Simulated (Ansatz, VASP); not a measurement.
One calculation of MgS, two programs

The input INCAR:

```
SYSTEM = MgS
PREC = Accurate
ENCUT = 600
EDIFF = 1E-6
ISMEAR = -1
SIGMA = 0.1
LREAL = .FALSE.
LASPH = .TRUE.
NELM = 100
ALGO = Normal
ISIF = 3
LWAVE = .FALSE.
LCHARG = .FALSE.
IBRION = 2
NSW = 100
EDIFFG = -0.002
```

File KPOINTS:

```
Automatic mesh
0
G
  12 12 12
  0 0 0
```

The input POSCAR:

```
MgS
1.0
    2.6016500000      2.6016500000      0.0000000000
   -2.6016500000      2.6016500000      0.0000000000
    0.0000000000      2.6016500000      2.6016500000
Mg S
1 1
Direct
    0.0000000000      0.0000000000      0.0000000000
    0.5000000000      0.5000000000      0.0000000000
```

Input for Ansatz:

```yaml
crystal:
  lattice:
    - [2.60165, 2.60165, 0.0]
    - [-2.60165, 2.60165, 0.0]
    - [0.0, 2.60165, 2.60165]
  atoms:
    - { symbol: Mg, position: [0.0, 0.0, 0.0] }
    - { symbol: S, position: [0.5, 0.5, 0.0] }
kpoints:
  mp_grid: { grid: [12, 12, 12] }
scf:
  occupations: { method: fermi_dirac, width: 0.1 }
hamiltonian:
  xc: lda
  pseudopotentials: { kind: paw }
relax:
  f_tol: 0.002
  max_steps: 80
  cell: {}
output:
  forces: true
  stress: true
  write_density: true
  write_potential: true
  elf: true
  volumetric_format: npy
```

Alike in both runs: task relaxation of cell and atoms; functional LDA; k mesh 12 × 12 × 12; occupations fermi-dirac, width 0.1 eV; no spin polarisation.

```csv
,VASP,Ansatz
version,VASP 6.6.1,Ansatz 0.2.0
potentials or method,"VASP PAW LDA potentials, release 64 (Mg, S)","PAW with Ansatz's default frozen-core files, scalar-relativistic"
plane-wave cutoff (eV),600,420
valence electrons in the cell,8,16
```

Ansatz gave:

| Quantity | Value |
| --- | --- |
| relaxed volume (Å³/atom) | 16.86 |
| relaxed cell length with the largest relative difference (Å) | 3.626 |
| energy change over the relaxation (meV/atom) | -8 |

Question: Estimate VASP's values.

Answer: Relaxed volume (Å³/atom): 16.76; relaxed cell length with the largest relative difference (Å): 3.619; energy change over the relaxation (meV/atom): -11.

The two sets of potentials don't hold the same shells in valence.

A k mesh can miss the band edges. Zero-point motion and thermal expansion aren't in these numbers. LDA usually gives volumes a few per cent too small.
